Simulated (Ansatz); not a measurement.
Predict the output of the script below (the Ansatz DFT code, driven from Python).

`mass_ki.py`
```python
"""Band curvature masses of KI."""

import warnings

import ansatz
import numpy as np
from pymatgen.core import Lattice, Structure
from pymatgen.io.ase import AseAtomsAdaptor

warnings.simplefilter("ignore", ansatz.DeckWarning)

pmg_structure = Structure(
    Lattice([[2.51266, -4.25523, 0.0], [2.51266, 4.25523, 0.0], [0.0, 0.0, 8.67659]]),
    ["K", "K", "I", "I"],
    [
        [0.5, 0.5, 0.5],
        [0.5, 0.5, 0.0],
        [0.84023, 0.15977, 0.25],
        [0.15977, 0.84023, 0.75],
    ],
)
ki = ansatz.Crystal.from_ase(AseAtomsAdaptor.get_atoms(pmg_structure))

calculation = (
    ki.calculation()
    .functional("pbesol", dispersion="d4")
    .pseudopotentials("paw")
    .kpoints(spacing=0.36)
    .occupations("fixed")
)
# step 1: where the edges lie on the mesh
res = calculation.band_table().run(threads=1)
data = res.report
levels = np.array(data["eigenvalues_ev"])
filled = round(data["n_electrons"] / 2)
edges = {"top filled band": (filled - 1, levels[:, filled - 1].argmax()), "lowest empty band": (filled, levels[:, filled].argmin())}
gap = levels[:, filled].min() - levels[:, filled - 1].max()
print(f"gap on the mesh {gap:.3f} eV")
if gap <= 0.05:
    print("no gap: band-edge masses have no meaning here")
    edges = {}
reciprocal = 2 * np.pi * np.linalg.inv(res.lattice.cell_ang).T
step = 0.04  # 1/A

# second differences give the curvature tensor; masses are hbar^2/m_e = 7.61996 eV A^2 over its eigenvalues
pairs = [(0, 1), (0, 2), (1, 2)]
moves = [sign * axis for axis in np.eye(3) for sign in (-1, 1)]
moves += [s1 * np.eye(3)[i] + s2 * np.eye(3)[j] for i, j in pairs for s1 in (1, -1) for s2 in (1, -1)]
for name, (band, index) in edges.items():
    together = int(np.sum(np.abs(levels[index] - levels[index, band]) < 2e-3))
    print(name, "at k =", np.round(data["kpoints_frac"][index], 4), f"E = {levels[index, band]:.4f} eV, degeneracy {together}")
    centre = np.array(data["kpoints_frac"][index]) @ reciprocal
    points = [centre] + [centre + step * move for move in moves]
    table = calculation.band_structure(points, intervals=1, cartesian=True).run(threads=1).band_structure().channels[0].eigenvalues_ev
    if together > 1:
        level = np.flatnonzero(np.abs(levels[index] - levels[index, band]) < 2e-3)
        along = (table[1, level] + table[2, level] - 2 * table[0, level]) / step ** 2
        print("  degenerate level, no single mass tensor; masses of its branches along x:", np.round(7.61996 / along, 3), "m_e")
        continue
    e = table[:, band]
    hessian = np.diag((e[1:7:2] + e[2:7:2] - 2 * e[0]) / step ** 2)
    for (i, j), (pp, pm, mp, mm) in zip(pairs, e[7:].reshape(3, 4)):
        hessian[i, j] = hessian[j, i] = (pp - pm - mp + mm) / (4 * step ** 2)
    curvatures, axes = np.linalg.eigh(hessian)
    slope = (e[2:7:2] - e[1:7:2]) / (2 * step)
    print("  slope (eV A):", np.round(slope, 3) + 0.0, "" if np.abs(slope).max() < 0.05 else "- no extremum here, so these are local curvatures and no band-edge masses")
    for curvature, axis in zip(curvatures, axes.T):
        print(f"  principal mass {7.61996 / curvature:8.3f} m_e along", np.round(axis, 2) + 0.0)
```

```console
$ python mass_ki.py
gap on the mesh 3.614 eV
top filled band at k = [0. 0. 0.] E = 1.8904 eV, degeneracy 1
  slope (eV A): [0. 0. 0.]
  principal mass   -0.473 m_e along [0. 1. 0.]
  principal mass   -2.323 m_e along [1. 0. 0.]
  principal mass   -2.968 m_e along [ 0.  0. -1.]
lowest empty band at k = [0. 0. 0.] E = 5.5044 eV, degeneracy 1
  slope (eV A): [0. 0. 0.]
  principal mass    0.341 m_e along [ 0. -1.  0.]
  principal mass    0.338 m_e along [-1.  0.  0.]
  principal mass    0.324 m_e along [ 0.  0. -1.]
```

Along an axis with an odd division the mesh misses the point at one half; a gap read on a finite mesh is an upper bound on this functional's gap. Semilocal gaps usually lie well under measured ones. The structure comes from a database of computed cells and needn't be a stable or known phase. Levels are Kohn-Sham eigenvalues on this mesh, without spin-orbit coupling. The masses are finite-difference curvatures at extrema found on a coarse mesh, which needn't be the true band edges; a step that is long against the gap makes them too heavy. Negative values are curvatures of valence bands (the hole mass is their size). Spin-orbit coupling is left out, and light masses scale with the Kohn-Sham gap. Wall time of the script: 14 s on 1 thread of Intel(R) Xeon(R) Platinum 8488C (Sapphire Rapids), on a shared host, peak memory 0.59 GiB.
